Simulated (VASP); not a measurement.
# Ni (Fm-3m) in VASP: a series of runs

The runs below take Ni through relaxation of cell and atoms, with PBE.

Program: VASP 6.6.1. These are calculated values, not measurements. Logs are shortened: lines on timing, memory, paths and dates and some standing lists are left out, and cuts for length are marked.

## Step 1: The structure

It takes space group Fm-3m (No. 225, cubic). The conventional cell has a = 3.524 Å, b = 3.524 Å, c = 3.524 Å, α = 90.00°, β = 90.00°, γ = 90.00°. Ni (site symmetry m-3m) is surrounded by 12 Ni at 2.49 Å.

## Step 2: Relaxation of cell and atoms, PBE, collinear spin, ferromagnetic start

Input file INCAR:

```
SYSTEM = Ni
ALGO = Normal
EDIFF = 1E-7
EDIFFG = -0.002
ENCUT = 520
GGA = PE
IBRION = 2
ISIF = 3
ISMEAR = 0
ISPIN = 2
LASPH = .True.
LCHARG = .False.
LMAXMIX = 4
LORBIT = 11
LREAL = .False.
LWAVE = .False.
MAGMOM = 0.8
NELM = 120
NSW = 80
PREC = Accurate
SIGMA = 0.1
```

Input file KPOINTS:

```
k-points
0
Gamma
  20 20 20
  0 0 0
```

Input file POSCAR:

```
Ni
1.0
    0.0000000000      1.7619350000      1.7619350000
    1.7619350000      0.0000000000      1.7619350000
    1.7619350000      1.7619350000      0.0000000000
Ni
1
Direct
    0.0000000000      0.0000000000      0.0000000000
```

Potentials or basis: VASP PAW PBE potentials, release 64 (Ni).

Launch:

```console
cat potpaw_PBE.64/Ni/POTCAR > POTCAR
mpirun -np 1 vasp_std > vasp.out
```

OUTCAR:

```text
SYSTEM = Ni
   EDIFF = 1E-7
   EDIFFG = -0.002
   ENCUT = 520
   GGA = PE
   IBRION = 2
   ISIF = 3
   ISMEAR = 0
   ISPIN = 2
   LASPH = .True.
   LORBIT = 11
   LREAL = .False.
   NELM = 120
   NSW = 80
   PREC = Accurate

 ion  position               nearest neighbor table
   1  0.000  0.000  0.000-

  LATTYP: Found a face centered cubic cell.
 ALAT       =     3.5238700000

  Lattice vectors:

 A1 = (   0.0000000000,   1.7619350000,   1.7619350000)
 A2 = (   1.7619350000,   0.0000000000,   1.7619350000)
 A3 = (   1.7619350000,   1.7619350000,   0.0000000000)

Analysis of symmetry for initial positions (statically):
=====================================================================
 Subroutine PRICEL returns:
 Original cell was already a primitive cell.

 Routine SETGRP: Setting up the symmetry group for a
 face centered cubic supercell.

 Subroutine GETGRP returns: Found 48 space group operations
 (whereof 48 operations were pure point group operations)
 out of a pool of 48 trial point group operations.

The static configuration has the point symmetry O_h .

Analysis of symmetry for dynamics (positions and initial velocities):
=====================================================================
 Subroutine PRICEL returns:
 Original cell was already a primitive cell.

 Routine SETGRP: Setting up the symmetry group for a
 face centered cubic supercell.

 Subroutine GETGRP returns: Found 48 space group operations
 (whereof 48 operations were pure point group operations)
 out of a pool of 48 trial point group operations.

The dynamic configuration has the point symmetry O_h .

Analysis of structural, dynamic, and magnetic symmetry:
=====================================================================
 Subroutine PRICEL returns:
 Original cell was already a primitive cell.

 Routine SETGRP: Setting up the symmetry group for a
 face centered cubic supercell.

 Subroutine GETGRP returns: Found 48 space group operations
 (whereof 48 operations were pure point group operations)
 out of a pool of 48 trial point group operations.

The overall configuration has the point symmetry O_h .

 Subroutine INISYM returns: Found 48 space group operations
 (whereof 48 operations are pure point group operations),
 and found     1 'primitive' translations

----------------------------------------------------------------------------------------

                                     Primitive cell

  volume of cell :      10.9396

  direct lattice vectors                    reciprocal lattice vectors
     0.000000000  1.761935000  1.761935000    -0.283778914  0.283778914  0.283778914
     1.761935000  0.000000000  1.761935000     0.283778914 -0.283778914  0.283778914
     1.761935000  1.761935000  0.000000000     0.283778914  0.283778914 -0.283778914

  length of vectors
     2.491752373  2.491752373  2.491752373     0.491519496  0.491519496  0.491519496

  position of ions in fractional coordinates (direct lattice)
     0.000000000  0.000000000  0.000000000

  ion indices of the primitive-cell ions
   primitive index   ion index
                 1           1

----------------------------------------------------------------------------------------

 KPOINTS: k-points

Automatic generation of k-mesh.
 Grid dimensions read from file:
 generate k-points for:   20   20   20

 Generating k-lattice:

  Cartesian coordinates                     Fractional coordinates (reciprocal lattice)
    -0.014188946  0.014188946  0.014188946     0.050000000  0.000000000  0.000000000
     0.014188946 -0.014188946  0.014188946     0.000000000  0.050000000  0.000000000
     0.014188946  0.014188946 -0.014188946     0.000000000  0.000000000  0.050000000

  Length of vectors
     0.024575975  0.024575975  0.024575975

  Shift w.r.t. Gamma in fractional coordinates (k-lattice)
     0.000000000  0.000000000  0.000000000

 Subroutine IBZKPT returns following result:
 ===========================================

 Found    256 irreducible k-points:

 Following reciprocal coordinates:
            Coordinates               Weight
  0.000000  0.000000  0.000000      1.000000
  0.050000  0.000000  0.000000      8.000000
  0.100000  0.000000  0.000000      8.000000
  0.150000  0.000000  0.000000      8.000000
  0.200000  0.000000  0.000000      8.000000
  0.250000  0.000000  0.000000      8.000000
[... 16 lines left out ...]
 -0.400000  0.050000  0.000000     24.000000
 -0.350000  0.050000  0.000000     24.000000
 [... further k-points ...]
   k-points           NKPTS =    256   k-points in BZ     NKDIM =    256   number of bands    NBANDS=      9
   number of dos      NEDOS =    301   number of ions     NIONS =      1
   total plane-waves  NPLWV =   8000
   dimension x,y,z NGX =    20 NGY =   20 NGZ =   20
   dimension x,y,z NGXF=    40 NGYF=   40 NGZF=   40
   ions per type =               1
   NGX,Y,Z   is equivalent  to a cutoff of  13.34, 13.34, 13.34 a.u.
   NGXF,Y,Z  is equivalent  to a cutoff of  26.69, 26.69, 26.69 a.u.
 SYSTEM =  Ni
   PREC   = accura    normal or accurate (medium, high low for compatibility)
   ISTART =      0    job   : 0-new  1-cont  2-samecut
   ICHARG =      2    charge: 1-file 2-atom 10-const
   ISPIN  =      2    spin polarized calculation?
   LNONCOLLINEAR =      F non collinear calculations
   LSORBIT =      F    spin-orbit coupling
   LASPH  =      T    aspherical Exc in radial PAW
   ENCUT  =  520.0 eV  38.22 Ry    6.18 a.u.   4.63  4.63  4.63*2*pi/ulx,y,z
   NELM   =    120;   NELMIN=  2; NELMDL= -5     # of ELM steps
   EDIFF  = 0.1E-06   stopping-criterion for ELM
   LREAL  =      F    real-space projection
   EDIFFG = -.2E-02   stopping-criterion for IOM
   NSW    =     80    number of steps for IOM
   IBRION =      2    ionic relax: 0-MD 1-quasi-New 2-CG
   NFREE  =      1    steps in history (QN), initial steepest desc. (CG)
   ISIF   =      3    stress and relaxation
   ISYM   =      2    0-nonsym 1-usesym 2-fastsym
   POTIM  = 0.5000    time-step for ionic-motion
   TEBEG  =    0.0;   TEEND  =   0.0 temperature during run
   PSTRESS=    0.0 pullay stress
   NELECT =      10.0000    total number of electrons
   NUPDOWN=      -1.0000    fix difference up-down
   EMIN   =  10.00;   EMAX   =-10.00  energy-range for DOS
   EFERMI =   0.00;   METHOD = LEGACY
   ISMEAR =     0;   SIGMA  =   0.10  broadening in eV -4-tet -1-fermi 0-gaus
   EFERMI_NEDOS =   21; number of points for ismear=-14 and -15
   IALGO  =     38    algorithm
   IMIX   =      4    mixing-type and parameters
     AMIX     =   0.40;   BMIX     =  1.00
     AMIX_MAG =   1.60;   BMIX_MAG =  1.00
  volume/ion in A,a.u.               =      10.94        73.82
  Fermi-wavevector in a.u.,A,eV,Ry     =   1.588821  3.002436 34.345893  2.524352
  Thomas-Fermi vector in A             =   2.687765
   LORBIT       =     11    0 simple, 1 ext, 2 COOP (PROOUT), +10 PAW based schemes
   GGA     = PE    functional components
   LHFCALC =     F    Hartree Fock is set to
   AEXX    =    0.0000 exact exchange contribution
   IVDW    =     0    specifies the selected vdW correction
   LEPSILON=     F    determine dielectric tensor
   LRPA    =     F    only Hartree local field effects (RPA)
 conjugate gradient relaxation of ions
 spin polarized calculation
 Gauss-broadening in eV      SIGMA  =   0.10
  energy-cutoff  :      520.00
  volume of cell :       10.94
 maximum number of plane-waves:       306
   NGX =  9   NGY =  9   NGZ =  9

--------------------------------------- Ionic step        1  -------------------------------------------

 number of electron      10.0000010 magnetization       0.6288794

 Free energy of the ion-electron system (eV)
  ---------------------------------------------------
  ext. energy  EPLUGINS =         0.00000000
  ---------------------------------------------------
  free energy    TOTEN  =        -5.47497974 eV

  energy without entropy =       -5.46615983  energy(sigma->0) =       -5.47056978

------------------------ aborting loop because EDIFF is reached ----------------------------------------

  FORCE on cell =-STRESS in cart. coord.  units (eV):
  Direction    XX          YY          ZZ          XY          YZ          ZX
  --------------------------------------------------------------------------------------
  -------------------------------------------------------------------------------------
  Total       -0.0655695     -0.0655695     -0.0655695      0.0000000      0.0000000     -0.0000000
  in kB       -9.6031362     -9.6031362     -9.6031362      0.0000000      0.0000000     -0.0000000
  external PRESSURE =      -9.6031362 kB  Pullay stress =       0.0000000 kB
[... 55 lines left out ...]
  energy  without entropy=       -5.4662718165  energy(sigma->0) =       -5.47063350

--------------------------------------- Ionic step        3  -------------------------------------------

 number of electron      10.0000009 magnetization       0.6283447

 Free energy of the ion-electron system (eV)
  ---------------------------------------------------
  ext. energy  EPLUGINS =         0.00000000
  ---------------------------------------------------
  free energy    TOTEN  =        -5.47513814 eV

  energy without entropy =       -5.46636784  energy(sigma->0) =       -5.47075299

 E-fermi :   9.3696     XC(G=0): -13.2522

 val. band max:        9.3689998857   @ k =  -0.4500   0.5000   0.0500
 cond. band min:       9.3697033351   @ k =   0.4000   0.0000   0.0000
 fundamental gap:      0.0007034494
 Fermi energy:         9.3696176772

 spin component 1

 k-point     1 :       0.0000    0.0000    0.0000
  band No.  band energies     occupation
      1       0.3624      1.00000
      2       6.9312      1.00000
      3       6.9312      1.00000
      4       6.9312      1.00000
      5       8.1092      1.00000
      6       8.1092      1.00000
      7      33.0880      0.00000
      8      36.9435      0.00000
      9      36.9435      0.00000
[... 265 lines left out ...]
 k-point    24 :      -0.3500    0.0500    0.0000
  band No.  band energies     occupation
      1       4.1885      1.00000
      2       7.0191      1.00000
      3       7.0739      1.00000
      4       7.1949      1.00000
      5       8.4386      1.00000
      6       8.7881      1.00000
      7      18.5040      0.00000
      8      31.0469      0.00000
      9      33.4119      0.00000

 [... further k-points ...]

 spin component 2

 k-point     1 :       0.0000    0.0000    0.0000
  band No.  band energies     occupation
      1       0.3265      1.00000
      2       7.6888      1.00000
      3       7.6888      1.00000
      4       7.6888      1.00000
      5       8.6956      1.00000
      6       8.6956      1.00000
      7      32.9233      0.00000
      8      36.9235      0.00000
      9      36.9235      0.00000
[... 304 lines left out ...]
  FREE ENERGIE OF THE ION-ELECTRON SYSTEM (eV)
  ---------------------------------------------------
  free  energy   TOTEN  =        -5.4751381413 eV

  energy  without entropy=       -5.4663678368  energy(sigma->0) =       -5.47075299

 reached required accuracy - stopping structural energy minimisation

 total charge

# of ion       s       p       d       tot
------------------------------------------
    1        0.497   0.497   8.314   9.309

 magnetization (x)

# of ion       s       p       d       tot
------------------------------------------
    1       -0.007  -0.025   0.672   0.640
```

Run time: 71 s. Hardware: 1 thread of Intel Xeon Platinum 8488C (Sapphire Rapids), shared host; peak memory 0.17 GiB.

What came out:

```
Free energy                                           : -5.4751 eV
Relaxed volume                                        : 10.89 Å³/atom
Relaxed cell                                          : a = 2.488 Å, b = 2.488 Å, c = 2.488 Å, α = 60.00°, β = 60.00°, γ = 60.00°
Space group after relaxing (to 0.05 Å)                : Fm-3m (No. 225)
Energy gained by relaxing                             : 0.2 meV/atom
Ionic steps                                           : 3
Pressure after relaxing                               : 0.0 GPa
Band gap on the k mesh                                : none (metal or under the smearing width)
Net moment                                            : 0.63 μB per cell
Site moments                                          : Ni +0.64 μB
Valence electrons inside the program's atomic spheres : Ni 9.31
```

Step by step:
```csv
step,energy change (eV),largest force (eV/Å),pressure (GPa),volume (Å³)
1,0.0000,0.0000,-0.96,10.94
2,0.0000,0.0000,0.93,10.84
3,-0.0002,0.0000,0.01,10.89
```

Final structure:
```cif
data_structure
_symmetry_space_group_name_H-M 'P 1'
_symmetry_Int_Tables_number 1
_cell_length_a 2.4877
_cell_length_b 2.4877
_cell_length_c 2.4877
_cell_angle_alpha 60.000
_cell_angle_beta 60.000
_cell_angle_gamma 60.000
_cell_volume 10.89
loop_
_atom_site_label
_atom_site_type_symbol
_atom_site_fract_x
_atom_site_fract_y
_atom_site_fract_z
_atom_site_occupancy
Ni1 Ni 0.00000 0.00000 0.00000 1
```

## Step 3: Relaxation of cell and atoms, PBE, collinear spin, ferromagnetic start

This run uses another cell than the first one, of 10.89 Å³/atom, 0.995 times its volume.

INCAR is that of step 2.

KPOINTS is that of step 2.

Input file POSCAR:

```
Ni                                      
1.0
    0.0000000000      1.7590701493      1.7590701493
    1.7590701493     -0.0000000000      1.7590701493
    1.7590701493      1.7590701493     -0.0000000000
  Ni            
     1
Direct
     0.0000000000000000    0.0000000000000000    0.0000000000000000
```

Potentials or basis: VASP PAW PBE potentials, release 64 (Ni).

Launch:

```console
cat potpaw_PBE.64/Ni/POTCAR > POTCAR
mpirun -np 1 vasp_std > vasp.out
```

Wall time 34 s (1 thread of Intel Xeon Platinum 8488C (Sapphire Rapids), shared host); peak memory 0.16 GiB.

The run converged. Its results:

| Quantity | Value |
| --- | --- |
| Free energy | -5.4751 eV |
| Pressure after relaxing | 0.0 GPa |
| Band gap on the k mesh | none (metal or under the smearing width) |
| Net moment | 0.63 μB per cell |
| Site moments | Ni +0.64 μB |
| Valence electrons inside the program's atomic spheres | Ni 9.31 |

Final structure:
```
CELL_PARAMETERS angstrom
0.00000 1.75907 1.75907
1.75907 0.00000 1.75907
1.75907 1.75907 0.00000
ATOMIC_POSITIONS crystal
Ni 0.00000 0.00000 0.00000
```

Levels at points of the mesh, in eV from the Fermi level:
Spin up:
| k point | band 1 | band 2 | band 3 | band 4 | band 5 | band 6 | band 7 | band 8 | band 9 |
| --- | --- | --- | --- | --- | --- | --- | --- | --- | --- |
| (0.00, 0.00, 0.00) | -9.01 | -2.44 | -2.44 | -2.44 | -1.26 | -1.26 | 23.72 | 27.57 | 27.57 |
| (0.50, 0.00, 0.00) | -4.84 | -2.42 | -2.42 | -0.61 | -0.61 | -0.29 | 5.65 | 22.21 | 24.66 |
| (0.50, 0.50, 0.00) | -4.65 | -4.20 | -0.55 | -0.48 | -0.48 | 2.45 | 9.21 | 14.82 | 14.82 |
Spin down:
```
           k point  band 1  band 2  band 3  band 4  band 5  band 6  band 7  band 8  band 9
(0.00, 0.00, 0.00)   -9.04   -1.68   -1.68   -1.68   -0.67   -0.67   23.55   27.55   27.55
(0.50, 0.00, 0.00)   -4.40   -1.80   -1.80   -0.36    0.15    0.15    6.08   22.06   24.75
(0.50, 0.50, 0.00)   -4.30   -3.58    0.06    0.39    0.39    2.40    9.45   14.83   14.83
```

Caveat: the relaxation stopped at its first step, so nothing moved.
